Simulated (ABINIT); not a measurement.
Runs of ABINIT 10.8.3 (patched build) on PtS2. It takes space group P-3m1 (No. 164, trigonal). The conventional cell has a = 3.543 Å, b = 3.543 Å, c = 5.039 Å, α = 90.00°, β = 90.00°, γ = 120.00°. Around Pt (site symmetry -3m) lie 6 S at 2.34 Å. S (site symmetry 3m) has 3 Pt at 2.34 Å as nearest neighbours. 

```tsv
level	potentials or basis	k mesh	cutoff (eV)	smearing	fine-grid cutoff	most SCF steps	gap on the mesh (eV)	pressure (GPa)	largest force (eV/Å)
PBEsol	PseudoDojo NC SR PBEsol v0.4.1 standard	9 × 9 × 5	1143	fermi-dirac 0.05 eV	-	-	0.95	6.2	0.94
PBE	SPMS NC PBE v1.0	6 × 6 × 4	490	fixed	-	-	0.97	11.0	1.26
PBEsol	JTH PAW PBE v2.0	9 × 9 × 5	544	fermi-dirac 0.05 eV	1088.46 eV	-	(a)	7.3	(b)
HSE06	SPMS NC PBE v1.0	6 × 6 × 4	490	fixed	-	60	1.70	7.2	(c)
PBEsol	PseudoDojo NC SR PBEsol v0.4 stringent	9 × 9 × 5	1143	fermi-dirac 0.05 eV	-	-	0.95	6.2	0.94
```

Alike in all rows: task single point; no spin polarisation; cell as given.

Q: Estimate the missing entries.

A: (a) 0.92; (b) 1.08; (c) 1.00.

Caveats: spin-orbit coupling is left out, which moves the levels of the heavy elements; an odd mesh through Γ misses points on the zone boundary, where band edges often lie (some runs); forces of over 1 eV/Å show positions far from the minimum, so gaps and moduli don't describe the material at rest (some runs); the PAW data sets were made with another functional, which shifts forces and pressure a little (some runs); Libxc's HSE differs a little from that of other programs (some runs); the potentials were made for another functional, which shifts forces and pressure (some runs).

A k mesh can miss the band edges, and the runs leave out spin-orbit coupling on Pt.

The runs don't all hold the same shells in valence.
